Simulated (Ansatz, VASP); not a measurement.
**Two plane-wave programs on SnSe**

```
CELL_PARAMETERS angstrom
0.00000 2.94665 2.94665
2.94665 0.00000 2.94665
2.94665 2.94665 0.00000
ATOMIC_POSITIONS crystal
Sn 0.00000 0.00000 0.00000
Se 0.50000 0.50000 0.50000
```

Alike in both runs: functional LDA; k mesh 8 × 8 × 8; occupations gaussian, width 0.02 eV; no spin polarisation.

Ansatz relaxed the structure, and its values are those at the end. VASP's run is a single point on that final structure, the one shown.

```csv
,VASP,Ansatz
version,VASP 6.6.1,Ansatz 0.2.0
potentials or method,"VASP PAW LDA potentials, release 64 (Sn_d, Se)","scalar-relativistic, plane waves, PAW"
plane-wave cutoff (eV),520,420
valence electrons in the cell,20,30
```

VASP gave:

* gap on the k mesh at the Fermi level (eV): 0.77
* least direct gap on the mesh (eV): 0.92
* pressure (GPa): 0.1

What did Ansatz give for the same quantities?

gap on the k mesh at the Fermi level (eV): 0.78; least direct gap on the mesh (eV): 0.89; pressure (GPa): 0.0.

The two sets of potentials don't hold the same shells in valence.

Caveats: spin-orbit coupling is left out, which moves the levels of the heavy elements. A k mesh can miss the band edges.
